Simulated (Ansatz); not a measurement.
The geometry is COD entry 5910006, unchecked; take it as a test cell. The listed cell was then made from it by scaling, straining or moving an atom.

An input for ZrS2: DFT, PBEsol, PAW with Ansatz's default frozen-core files, scalar-relativistic (Ansatz 0.2.0). The PAW files were made with PBE; their cores are remade for this functional.

Command: `ansatz run input.yaml --threads 1 --pin off --max-ram 6144MiB --backend cpu --events-out ev --progress --plain --runs-dir out` The run took 4.8 s on 1 thread of Arm Neoverse V2 (shared host), peak memory 0.39 GiB.

```yaml
crystal:
  lattice:
    - [3.5936990502, 0.0, 0.0]
    - [-1.7968495251, 3.112234671, 0.0]
    - [0.0, 0.0, 5.85]
  atoms:
    - { symbol: Zr, position: [0.0, 0.0, 0.0] }
    - { symbol: S, position: [0.3333333333, 0.6666666667, 0.2492] }
    - { symbol: S, position: [0.6666666667, 0.3333333333, 0.7508] }
kpoints:
  mp_grid: { grid: [10, 10, 5] }
scf:
  occupations: { method: fermi_dirac, width: 0.01 }
hamiltonian:
  xc: pbesol
  pseudopotentials: { kind: paw }
output:
  forces: true
  stress: true
  eigenvalues: true
  efg: { contact_densities: true }
```

The results part of the log:

```
SCF 1 converged in 6 iterations: F = -5903.147781 eV  dr2 = 6.04e-8
  greatest PAW one-centre occupation: 0.996 electrons in one spin orbital (limit 2), on the Zr atom at site 0 (counted from 0), in its partial waves of l = 0
SCF converged after 6 iterations
Free energy (F): -5903.147781 eV
Harris-Foulkes:  -5903.147781 eV  (|F-HF|=3.69e-8)
Internal energy: -5903.147781 eV  (E = F + TS)
E sigma→0 (E₀):  -5903.147781 eV
Fermi energy:    7.896686 eV
--- Per-component energies (eV) ---
  E_band       = -154.563818
  E_kinetic    = 548.173450
  E_local      = -1276.874642  (includes V_loc(G=0)·N_el)
  E_nonlocal   = 136.793529
  E_hartree    = 447.408296
  E_xc         = -354.085470
  E_vxc        = -366.813633  (∫ρ·V_xc dr)
  E_paw        = -4067.811450  (= ΣΔE_a)
  E_vpaw       = -90.665133  (= ΣTr[D̂ρ^β])
  E_aug_tail   = 0.000025  (compensation charges beyond the density's cutoff)
  E_ewald      = -1337.041139
  E_core_change = 0.289619  (= ΣΔE_core)
  E_smearing   = -0.000000  (= −TS)
  E_closure    = 0.000000  (closes the sum)
  Σ components = -5903.147781   (vs F -5903.147781, Δ=0.00e0)
--- Forces (eV/Å), atoms counted from 1 ---
  atom   1  Zr    -0.00000000     0.00000000     0.00000000
  atom   2  S      0.00000000     0.00000000     0.12827130
  atom   3  S      0.00000000    -0.00000000    -0.12827130
  max |Σ_I F_I| component: 3.70e-17 eV/Å
--- Stress (GPa, compression-positive) ---
        2.085587       0.000000      -0.000000
        0.000000       2.085587      -0.000000
        0.000000      -0.000000       1.061314
  P = ⅓ Tr σ = 1.7442 GPa (17.442 kbar)
--- PAW observables at the nuclei: V_zz in 10²¹ V/m², potentials from the cell's mean, atoms counted from 1 ---
  atom   1  Zr V_zz =    -1.853570   η = 0.0000   by run symmetry: allowed
            electrostatic potential = -5921.170341 V   contact ρ = 489715.109532 e/Å³
  atom   2  S  V_zz =    +0.253212   η = 0.0000   by run symmetry: allowed
            electrostatic potential = -1634.573217 V   contact ρ = 19701.292286 e/Å³
  atom   3  S  V_zz =    +0.253212   η = 0.0000   by run symmetry: allowed
            electrostatic potential = -1634.573217 V   contact ρ = 19701.292286 e/Å³
--- Band table (eV; the first three rows and the last of 58) ---
  k-point 0: bands = ["-41.2139", "-19.3511", "-19.1661", "-19.1661", "-5.3919", "-3.7792", "2.7865", "4.6800", "4.6800", "7.4799", "7.4799", "7.5054", "9.0649", "9.0649", "9.7222", "12.4788"]
  k-point 1: bands = ["-41.2139", "-19.3514", "-19.1661", "-19.1661", "-5.3075", "-3.9217", "3.0950", "4.6947", "4.6947", "6.8390", "7.4250", "7.4250", "9.0510", "9.0510", "9.9845", "12.6235"]
  k-point 2: bands = ["-41.2139", "-19.3519", "-19.1661", "-19.1661", "-5.1263", "-4.1919", "3.8055", "4.7191", "4.7191", "5.7464", "7.3385", "7.3385", "9.0280", "9.0280", "10.1993", "12.8744"]
  k-point 57: bands = ["-41.1851", "-19.4244", "-19.3597", "-19.2665", "-4.0366", "-3.8915", "3.6659", "3.7971", "4.4968", "5.2438", "5.6057", "5.7526", "9.7962", "10.1942", "10.7559", "12.8376"]
```
